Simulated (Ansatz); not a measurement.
# AlN (P6_3mc) in Ansatz: a series of runs

The runs below take AlN through elastic constants, band structure, Born charges and dielectric tensor, electric field gradients, with LDA, PBEsol, r2SCAN, r2SCAN+D3(BJ).

Program: Ansatz 0.2.0. These are calculated values, not measurements. Logs are shortened: lines on timing, memory, paths and dates and some standing lists are left out, and cuts for length are marked.

**Experimental background.**

“Structural and optical properties of self-assembled AlN nanowires grown on SiO2/Si substrates by molecular beam epitaxy”, 2024, arxiv:2402.00216 quotes, for a bulk crystal of AlN at 0 K: band gap 6.0343 eV (an exciton energy, a little under the gap).

From “Self-assembly of well-separated AlN nanowires directly on sputtered metallic TiN films”, 2019, arxiv:1910.07391, for a bulk crystal of AlN at 10 K: band gap 6.034 eV (an exciton energy, a little under the gap).

The runs below are set against these values where they give the same quantity.

### 1 Starting point

The structure is hexagonal, space group P6_3mc (No. 186). Conventional cell: a = 3.113 Å, b = 3.113 Å, c = 4.981 Å, α = 90.00°, β = 90.00°, γ = 120.00°. Around Al (site symmetry 3m) lie 4 N at 1.89 Å. N (site symmetry 3m) is surrounded by 4 Al at 1.89 Å.

### 2 Elastic constants, LDA

Input file input.yaml:

```yaml
crystal:
  lattice:
    - [3.113, 0.0, 0.0]
    - [-1.5565, 2.695937082, 0.0]
    - [0.0, 0.0, 4.981]
  atoms:
    - { symbol: Al, position: [0.6666666667, 0.3333333333, 0.5] }
    - { symbol: Al, position: [0.3333333333, 0.6666666667, 0.0] }
    - { symbol: "N", position: [0.6666666667, 0.3333333333, 0.88] }
    - { symbol: "N", position: [0.3333333333, 0.6666666667, 0.38] }
hamiltonian:
  xc: lda
  pseudopotentials: { kind: paw }
kpoints:
  mp_grid: { grid: [7, 7, 5] }
scf:
  occupations: { method: fixed }
output:
  forces: true
  stress: true
elastic:
  mode: relaxed_ion
  stencil: two_point
```

Potentials or basis: Ansatz PAW.

The run is started by

```bash
> ansatz run input.yaml --threads 2 --pin off --max-ram 5632MiB --backend cpu --events-out ev --progress --plain --runs-dir out
```

Output:

```text
Warning: RAYON_NUM_THREADS=2 ignored (pool sized by the plan → 2); use --threads N
Engine: ansatz 0.2.0, x86_64-unknown-linux-gnu
Pseudopotentials: kind: paw
Pseudopotential: Al, paw, valence charge 3, recommended cutoff 420 eV (normal), Al.paw.azcp
Pseudopotential: N, paw, valence charge 5, recommended cutoff 420 eV (normal), N.paw.azcp
Functional definition: SPW92
  exchange = slater_x
  correlation = pw_c
Crystal: 4 atoms, lattice volume = 41.803 Å³
Basis set: ecut = 420 eV, 809 PW (Γ)
Bands: 12, of which v1, the nominal top of the filled ones, is band 8 counted from 1 (7 counted from 0)
Symmetry: 12 space group operations
Space group: P63mc (ITA 186), of the structure as read, at distance tolerance 3.5e-5 Å
k-points: 24 of 245 (time reversal used)
Non-local potential: Al, projectors of the file, l = 0: 2, l = 1: 2, l = 2: 1
Non-local potential: N, projectors of the file, l = 0: 2, l = 1: 2, l = 2: 1
PAW form: soft (Blöchl's): semilocal exchange-correlation on the pseudo side does not see the compensation charge
PAW frozen core: Al, regenerated for the run's functional, and the local potential with it (the file was generated under x = pbe(κ = 0.804, μ = 0.2195149727645171), c = pbe(β = 0.06672455060314922))
PAW frozen core: N, regenerated for the run's functional, and the local potential with it (the file was generated under x = pbe(κ = 0.804, μ = 0.2195149727645171), c = pbe(β = 0.06672455060314922))
PAW one-centre angular grid: Al, 110 points (default); XC on 64 Gauss nodes
PAW one-centre angular grid: N, 110 points (default); XC on 64 Gauss nodes
Initial density: superposition of atomic densities (neutral atoms: chi_scale 0, normalization atom), corrected by the library's trained network
Initial wavefunctions: pseudopotential atomic-orbital guess
Functional: x = slater, c = lda
SCF iter   1: F=—  HF=-1779.711217 eV  |F-HF|=—  |Δ(HF+E_count)|=         —  Δρ=9.29e-3  dr2=4.16e-2  ethr=1.77e-3  ⟨swp⟩=5.0  Hψ=1599  notcnv=0  defer=46
preconditioner: auto → none  [insulator: Δε(μ)=4.162 eV  Ē_g=12.895 eV  n_scr=2 (ndim 8)  ℏωp=23.0 eV  f_vac=0.000  ε∞_Penn≈4.2]
SCF iter   2: F=—  HF=-1779.700560 eV  |F-HF|=—  |Δ(HF+E_count)|=   1.07e-2  Δρ=5.07e-3  dr2=6.15e-3  ethr=2.60e-4  ⟨swp⟩=2.5  Hψ=673  notcnv=0  defer=48
SCF iter   3: F=—  HF=-1779.698571 eV  |F-HF|=—  |Δ(HF+E_count)|=   1.99e-3  Δρ=1.48e-3  dr2=3.89e-4  ethr=3.84e-5  ⟨swp⟩=2.0  Hψ=483  notcnv=0  defer=48
SCF iter   4: F=—  HF=-1779.698386 eV  |F-HF|=—  |Δ(HF+E_count)|=   1.85e-4  Δρ=1.18e-4  dr2=2.30e-6  ethr=2.43e-6  ⟨swp⟩=2.7  Hψ=500  notcnv=0  defer=48
SCF iter   5: F=—  HF=-1779.698383 eV  |F-HF|=—  |Δ(HF+E_count)|=   3.30e-6  Δρ=6.73e-6  dr2=7.15e-9  ethr=1.44e-8  ⟨swp⟩=2.1  Hψ=480  notcnv=0  defer=2
SCF iter   6: F=—  HF=-1779.698384 eV  |F-HF|=—  |Δ(HF+E_count)|=   8.11e-7  Δρ=5.69e-7  dr2=5.89e-11  ethr=4.47e-11  ⟨swp⟩=2.0  Hψ=448  notcnv=0  defer=1
SCF iter   7: F=—  HF=-1779.698384 eV  |F-HF|=—  |Δ(HF+E_count)|=  6.59e-12  Δρ=8.21e-8  dr2=2.00e-12  ethr=3.68e-13 (applied; sched 1.00e-12)  ⟨swp⟩=2.5  Hψ=473  notcnv=0  defer=1
SCF iter   8: F=-1779.698384 eV  HF=-1779.698384 eV  |F-HF|=6.82e-13  |Δ(HF+E_count)|=  9.09e-13  Δρ=7.24e-9  dr2=9.12e-15  ethr=1.00e-12  ⟨swp⟩=5.2  Hψ=1420  notcnv=0
SCF 1 converged in 8 iterations: F = -1779.698384 eV  dr2 = 9.12e-15
relax step   1: F+E_penalty+E_count = -1779.69838372 eV  Δ(F+E_penalty+E_count) = +0.000e0 eV  max|allowed force component| = 1.169e-1 eV/Å  Δτ_max = 0.0000 Å  (8 SCF iters, accepted)
Initial density: handed on by an earlier stage of this run
Initial wavefunctions: pseudopotential atomic-orbital guess (no wavefunctions were taken with the density)
iter 1 solved again at ethr=9.90e-6 eV; its pass at ethr=3.10e-3 eV (dr2=1.58e-3 eV) is discarded
SCF iter   1: F=—  HF=-1779.699632 eV  |F-HF|=—  |Δ(HF+E_count)|=         —  Δρ=2.12e-3  dr2=1.59e-3  ethr=9.90e-6  ⟨swp⟩=2.1  Hψ=2182  notcnv=0  defer=48
preconditioner: auto → none  [insulator: Δε(μ)=4.226 eV  Ē_g=12.965 eV  n_scr=2 (ndim 8)  ℏωp=23.0 eV  f_vac=0.000  ε∞_Penn≈4.1]
SCF iter   2: F=—  HF=-1779.698901 eV  |F-HF|=—  |Δ(HF+E_count)|=   7.32e-4  Δρ=4.45e-4  dr2=7.23e-5  ethr=9.90e-6  ⟨swp⟩=2.9  Hψ=506  notcnv=0  defer=48
SCF iter   3: F=—  HF=-1779.698869 eV  |F-HF|=—  |Δ(HF+E_count)|=   3.22e-5  Δρ=8.13e-5  dr2=4.11e-7  ethr=4.52e-7  ⟨swp⟩=2.0  Hψ=438  notcnv=0  defer=5
SCF iter   4: F=—  HF=-1779.698866 eV  |F-HF|=—  |Δ(HF+E_count)|=   2.75e-6  Δρ=1.48e-5  dr2=8.17e-8  ethr=2.57e-9  ⟨swp⟩=2.7  Hψ=487  notcnv=0  defer=1
SCF iter   5: F=—  HF=-1779.698866 eV  |F-HF|=—  |Δ(HF+E_count)|=   2.42e-8  Δρ=2.30e-6  dr2=8.48e-10  ethr=5.11e-10  ⟨swp⟩=2.1  Hψ=437  notcnv=0  defer=1
SCF iter   6: F=—  HF=-1779.698866 eV  |F-HF|=—  |Δ(HF+E_count)|=  1.66e-11  Δρ=5.59e-7  dr2=3.22e-11  ethr=5.30e-12  ⟨swp⟩=2.4  Hψ=478  notcnv=0  defer=1
SCF iter   7: F=-1779.698866 eV  HF=-1779.698866 eV  |F-HF|=2.27e-13  |Δ(HF+E_count)|=  1.02e-11  Δρ=2.72e-8  dr2=8.15e-14  ethr=1.00e-12  ⟨swp⟩=3.1  Hψ=1193  notcnv=0
[... 275 lines left out ...]
SCF iter   2: F=—  HF=-1779.699413 eV  |F-HF|=—  |Δ(HF+E_count)|=   1.00e-9  Δρ=1.06e-6  dr2=6.77e-10  ethr=2.26e-11  ⟨swp⟩=2.7  Hψ=1917  notcnv=0
SCF iter   3: F=—  HF=-1779.699413 eV  |F-HF|=—  |Δ(HF+E_count)|=  1.80e-10  Δρ=6.51e-7  dr2=1.25e-10  ethr=4.23e-12  ⟨swp⟩=2.2  Hψ=1235  notcnv=0
SCF iter   4: F=—  HF=-1779.699413 eV  |F-HF|=—  |Δ(HF+E_count)|=  2.59e-11  Δρ=2.23e-7  dr2=2.13e-11  ethr=7.78e-13 (applied; sched 1.00e-12)  ⟨swp⟩=2.6  Hψ=1372  notcnv=0
SCF iter   5: F=—  HF=-1779.699413 eV  |F-HF|=—  |Δ(HF+E_count)|=  6.82e-12  Δρ=7.33e-8  dr2=7.38e-13  ethr=1.33e-13 (applied; sched 1.00e-12)  ⟨swp⟩=2.2  Hψ=1202  notcnv=0
SCF iter   6: F=-1779.699413 eV  HF=-1779.699413 eV  |F-HF|=2.27e-13  |Δ(HF+E_count)|=  6.82e-13  Δρ=1.11e-8  dr2=1.68e-14  ethr=1.00e-12  ⟨swp⟩=4.0  Hψ=2710  notcnv=0
SCF 32 converged in 6 iterations: F = -1779.699413 eV  dr2 = 1.68e-14
relax step   5: F+E_penalty+E_count = -1779.69941308 eV  Δ(F+E_penalty+E_count) = -1.425e-8 eV  max|allowed force component| = 6.274e-6 eV/Å  Δτ_max = 0.0000 Å  (6 SCF iters, accepted)
iter 1 solved again at ethr=1.00e-12 eV; its pass at ethr=3.10e-3 eV (dr2=2.22e-14 eV) is discarded
SCF iter   1: F=—  HF=-1779.699413 eV  |F-HF|=—  |Δ(HF+E_count)|=         —  Δρ=1.11e-8  dr2=1.68e-14  ethr=1.00e-12  ⟨swp⟩=2.5  Hψ=5164  notcnv=0
SCF iter   2: F=-1779.699413 eV  HF=-1779.699413 eV  |F-HF|=2.27e-13  |Δ(HF+E_count)|=  2.27e-13  Δρ=5.46e-9  dr2=3.70e-15  ethr=1.00e-12  ⟨swp⟩=3.2  Hψ=2335  notcnv=0
SCF 33 converged in 2 iterations: F = -1779.699413 eV  dr2 = 3.70e-15
SCF converged after 4 iterations
Free energy (F): -1779.699463 eV
Harris-Foulkes:  -1779.699463 eV  (|F-HF|=2.27e-13)
Internal energy: -1779.699463 eV  (E = F + TS)
E sigma→0 (E₀):  -1779.699463 eV
Fermi energy:    6.852522 eV
--- Per-component energies (eV) ---
  E_band       = 26.252651
  E_kinetic    = 317.463931
  E_local      = -449.486497  (includes V_loc(G=0)·N_el)
  E_nonlocal   = 114.797910
  E_hartree    = 153.837956
  E_xc         = -201.051256
  E_vxc        = -215.004480  (∫ρ·V_xc dr)
  E_paw        = -1123.864221  (= ΣΔE_a)
  E_vpaw       = -49.194300  (= ΣTr[D̂ρ^β])
  E_aug_tail   = 0.000181  (compensation charges beyond the density's cutoff)
  E_ewald      = -591.668987
  E_core_change = 0.271521  (= ΣΔE_core)
  E_smearing   = -0.000000  (= −TS)
  E_closure    = 0.000000  (closes the sum)
  Σ components = -1779.699463   (vs F -1779.699463, Δ=0.00e0)
--- Forces (eV/Å), atoms counted from 1 ---
  atom   1  Al    -0.00000000     0.00000000     0.00003766
  atom   2  Al     0.00000000    -0.00000000     0.00003766
  atom   3  N     -0.00000000    -0.00000000    -0.00003926
  atom   4  N     -0.00000000     0.00000000    -0.00003926
  max |Σ_I F_I| component: 3.20e-6 eV/Å
--- Stress (GPa, compression-positive) ---
       -4.851932       0.000000      -0.000000
        0.000000      -4.851932       0.000000
       -0.000000       0.000000      -4.376937
  P = ⅓ Tr σ = -4.6936 GPa (-46.936 kbar)
--- Band table (eV; the first three rows and the last of 24) ---
  k-point 0: bands = ["-8.1704", "-5.9564", "0.8202", "5.9766", "5.9766", "6.6313", "6.6313", "6.8525", "11.0632", "13.3841", "17.3214", "17.7949"]
  k-point 1: bands = ["-8.0148", "-6.2610", "1.3591", "6.0291", "6.0359", "6.0359", "6.5650", "6.5650", "11.7205", "13.4826", "17.0791", "17.7619"]
  k-point 2: bands = ["-7.5708", "-6.9208", "2.6982", "4.3912", "6.1939", "6.1939", "6.3959", "6.3959", "12.8309", "13.4925", "16.8292", "17.4183"]
  k-point 23: bands = ["-5.7043", "-5.5455", "1.8725", "1.9177", "3.0994", "3.6571", "5.6940", "6.0518", "13.3388", "13.9223", "15.1953", "15.3150"]
--- Elastic constants: 3 strain directions × 2 members + reference (group order 12) ---
  dense FFT box of the reference and of every strained cell: 24×24×36
  strains applied: 11, 33, 23; error gains: componentwise 1.00 (the most a stress slope's error grows in a printed constant), spectral 1.41 (1 for all six strains in a standard setting)
  reference relaxed by the batch: 4 steps; max|allowed force component| 1.17e-1 eV/Å at the deck's positions, 3.85e-5 at the last accepted step, 3.85e-5 by the solve of record
  largest displacement 4.7e-3 Å; the constants are those of the deck's cell at these positions:
  atoms:
    - { symbol: Al, position: [0.6666666666666666, 0.33333333333333337, 0.4990647735832977] }
    - { symbol: Al, position: [0.33333333333333337, 0.6666666666666667, -0.0009352264167023168] }
    - { symbol: N, position: [0.6666666666666666, 0.33333333333333337, 0.8809352264167025] }
    - { symbol: N, position: [0.33333333333333337, 0.6666666666666667, 0.3809352264167023] }
  C = ∂σ_k/∂η_j (tension-positive GPa; Voigt order 11 22 33 23 13 12):
       373.870    123.125     94.114      0.000     -0.000      0.000
       123.125    373.870     94.114      0.000     -0.000      0.000
        94.882     94.882    352.806      0.000     -0.000      0.000
         0.000     -0.000     -0.000    114.629     -0.000     -0.000
        -0.000      0.000     -0.000     -0.000    114.629      0.000
        -0.000      0.000     -0.000     -0.000     -0.000    125.373
  reference stress σ⁰ (GPa):      4.852      4.852      4.377     -0.000      0.000     -0.000
  C* (energy form; C + prestress term) asymmetry max|C*_kj − C*_jk| = 2.933e-1 GPa — a small one proves nothing (zero by symmetry where the batch's group is 432, −43m or m−3m); a large one is finite-difference/SCF noise where every solve meets its electron count
  moduli (Voigt/Reuss/Hill, GPa): K = 191.64/190.98/191.31   G = 123.49/122.85/123.17   E = 304.22   ν = 0.235
  mechanically stable: yes (min eigenvalue of sym C = 114.63 GPa)
  strain η (Voigt 11):  stress-route row diagonal C_11 = 373.87 GPa, energy-path curvature d²(F+E_count+ΔE)/dδ²/Ω₀ = 375.21 GPa
         δ    σ_11 (GPa)             F (eV)   n_scf  n_hpsi   n_pw
    -2.000e-3       4.0989       -1779.7018306       2    5389    827   relax 5 steps, max|allowed force component| 2.06e-6 eV/Å
     2.000e-3       5.5944       -1779.6968363       2    5394    830   relax 3 steps, max|allowed force component| 1.25e-5 eV/Å
  strain η (Voigt 33):  stress-route row diagonal C_33 = 352.81 GPa, energy-path curvature d²(F+E_count+ΔE)/dδ²/Ω₀ = 353.70 GPa
         δ    σ_33 (GPa)             F (eV)   n_scf  n_hpsi   n_pw
    -2.000e-3       3.6709       -1779.7015525       2    2691    825   relax 3 steps, max|allowed force component| 1.23e-6 eV/Å
     2.000e-3       5.0821       -1779.6971120       2    2697    833   relax 3 steps, max|allowed force component| 1.83e-6 eV/Å
  strain η (Voigt 23):  stress-route row diagonal C_44 = 114.63 GPa, energy-path curvature d²(F+E_count+ΔE)/dδ²/Ω₀ = 112.23 GPa
         δ    σ_23 (GPa)             F (eV)   n_scf  n_hpsi   n_pw
    -2.000e-3      -0.2293       -1779.6994131       2    8128    827   relax 3 steps, max|allowed force component| 2.82e-5 eV/Å
     2.000e-3       0.2293       -1779.6994131       2    8083    827   relax 5 steps, max|allowed force component| 6.27e-6 eV/Å
```

Wall time 58 s (2 threads of Intel Xeon at 2.50GHz (Skylake/Cascade Lake), shared host); peak memory 0.37 GiB.

What came out:

```
Free energy            : -1779.6995 eV
Pressure               : -4.7 GPa
Band gap on the k mesh : 4.21 eV, direct
Voigt bulk modulus     : 192 GPa
```

Levels at points of the mesh, in eV from the valence-band top:
```csv
k point,band 4,band 5,band 6,band 7,band 8,band 9,band 10,band 11,band 12
"(0.00, 0.00, 0.00)",-0.88,-0.88,-0.22,-0.22,0.00,4.21,6.53,10.47,10.94
```

Elastic tensor in Voigt notation (GPa, in the Cartesian axes of the cell as first typed):
```
374 123  94   0   0   0
123 374  94   0   0   0
 95  95 353   0   0   0
  0   0   0 115   0   0
  0   0   0   0 115   0
  0   0   0   0   0 125
```

Caveat: the cell is more than 3 GPa from zero pressure, which shifts response properties; odd divisions of the mesh miss points on the zone boundary, where band edges often lie, so the gap on the mesh can be too wide; the pressure holds a Pulay correction of +0.7 GPa for the finite cutoff; the PAW data sets come from PBE, with cores solved anew for the run's functional, which leaves a small shift of forces and pressure.

### 3 Band structure, PBEsol

Changes to input.yaml since step 2:

```diff
@@ -11,8 +11,15 @@
 hamiltonian:
-  xc: lda
+  xc: pbesol
   pseudopotentials: { kind: paw }
 kpoints:
-  mp_grid: { grid: [7, 7, 5] }
+  mp_grid: { grid: [10, 10, 6] }
+  band_path:
+    path:
+      - [[0.0, 0.0, 0.0], [0.5, 0.0, 0.0], [0.3333333333, 0.3333333333, 0.0], [0.0, 0.0, 0.0], [0.0, 0.0, 0.5], [0.5, 0.0, 0.5], [0.3333333333, 0.3333333333, 0.5], [0.0, 0.0, 0.5]]
+      - [[0.5, 0.0, 0.5], [0.5, 0.0, 0.0]]
+      - [[0.3333333333, 0.3333333333, 0.0], [0.3333333333, 0.3333333333, 0.5]]
+    npoints: 14
 scf:
-  occupations: { method: fixed }
+  occupations: { method: fermi_dirac, width: 0.05 }
+  n_extra_bands: 10
 output:
@@ -20,4 +27,3 @@
   stress: true
-elastic:
-  mode: relaxed_ion
-  stencil: two_point
+  eigenvalues: true
+  fatbands: false
```

Potentials or basis: Ansatz PAW.

The run is started by

```bash
> ansatz run input.yaml --threads 2 --pin off --max-ram 5632MiB --backend cpu --events-out ev --progress --plain --runs-dir out
```

It took 7.8 s on 2 threads of Intel Xeon at 2.50GHz (Skylake/Cascade Lake), shared host; peak memory 0.36 GiB.

The run converged. Its results:

* Free energy: -1811.9153 eV
* Pressure: 0.2 GPa
* Largest force: 0.130 eV/Å
* Band gap on the k mesh: 4.13 eV, direct
* Band gap along the path: 4.13 eV, direct

Forces on the atoms (eV/Å):
```
Al   0.000  0.000 -0.130
Al   0.000  0.000 -0.130
N    0.000  0.000  0.130
N    0.000  0.000  0.130
```

Stress tensor (GPa, compression positive):
```
-0.24  0.00  0.00
 0.00 -0.24  0.00
 0.00  0.00  1.22
```

Levels at the corners of the path, in eV from the valence-band top:
| point | band 6 | band 7 | band 8 | band 9 | band 10 | band 11 |
| --- | --- | --- | --- | --- | --- | --- |
| Γ | -0.18 | -0.18 | 0.00 | 4.13 | 6.57 | 10.50 |
| M | -2.08 | -1.79 | -0.66 | 5.69 | 5.70 | 8.10 |
| K | -2.44 | -2.39 | -2.39 | 4.91 | 8.25 | 9.59 |
| Γ | -0.18 | -0.18 | 0.00 | 4.13 | 6.57 | 10.50 |
| A | -0.52 | -0.52 | -0.52 | 6.38 | 6.38 | 10.24 |
| L | -1.45 | -1.36 | -1.36 | 5.20 | 5.20 | 9.17 |
| H | -3.88 | -0.78 | -0.78 | 7.30 | 7.30 | 7.75 |
| A | -0.52 | -0.52 | -0.52 | 6.38 | 6.38 | 10.24 |
| L | -1.45 | -1.36 | -1.36 | 5.20 | 5.20 | 9.17 |
| M | -2.08 | -1.79 | -0.66 | 5.69 | 5.70 | 8.10 |
| K | -2.44 | -2.39 | -2.39 | 4.91 | 8.25 | 9.59 |
| H | -3.88 | -0.78 | -0.78 | 7.30 | 7.30 | 7.75 |

Caveat: the pressure holds a Pulay correction of +0.5 GPa for the finite cutoff; the PAW data sets come from PBE, with cores solved anew for the run's functional, which leaves a small shift of forces and pressure.

(Continued in part 2 of 3.)
